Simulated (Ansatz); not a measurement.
The cell below belongs to a search over invented structures; it isn't taken from experiment.

Input and command of a plane-wave DFT calculation in Ansatz:

```yaml
crystal:
  lattice:
    - [3.8657202628, 0.0, 0.0]
    - [-1.9328601314, 3.3478119515, 0.0]
    - [0.0, 0.0, 12.1755275314]
  atoms:
    - { symbol: La, position: [0.6666666667, 0.3333333333, 0.3713471419] }
    - { symbol: La, position: [0.6666666667, 0.3333333333, 0.8922932647] }
    - { symbol: La, position: [0.3333333333, 0.6666666667, 0.6287968725] }
    - { symbol: Lu, position: [0.3333333333, 0.6666666667, 0.1298157597] }
    - { symbol: O, position: [0.6666666667, 0.3333333333, 0.1640450204] }
    - { symbol: O, position: [0.6666666667, 0.3333333333, 0.6790033645] }
    - { symbol: O, position: [0.3333333333, 0.6666666667, 0.3079579544] }
    - { symbol: O, position: [0.3333333333, 0.6666666667, 0.828621582] }
    - { symbol: O, position: [0.0, 0.0, 0.0082320304] }
    - { symbol: O, position: [0.0, 0.0, 0.4898870096] }
basis:
  ecutwfc: 420
kpoints:
  mp_grid: { grid: [6, 6, 2] }
hamiltonian:
  xc: pbe
scf:
  occupations: { method: fixed }
output:
  forces: true
  stress: true
  eigenvalues: true
  write_density: true
  write_potential: true
  elf: true
  volumetric_format: npy
relax:
  adjacent_minimum: "off"
  f_tol: 0.001
  max_steps: 60
  cell: { stress_tol: 0.01 }
```

```bash
ansatz run input.yaml --threads 1 --pin off --max-ram 2560MiB --backend cpu --events-out ev --progress --plain --runs-dir out
```

Processor: Intel(R) Xeon(R) Processor @ 2.70GHz, 1 thread, on a host shared with other jobs.

Task: How long does it run, and how much memory does it take?

Result: About 3 min, peak memory 0.49 GiB. It solves 57 bands at 14 k points (after reduction by symmetry) with about 3089 plane waves (on the last cell), in 71 SCF iterations over 9 ionic steps.
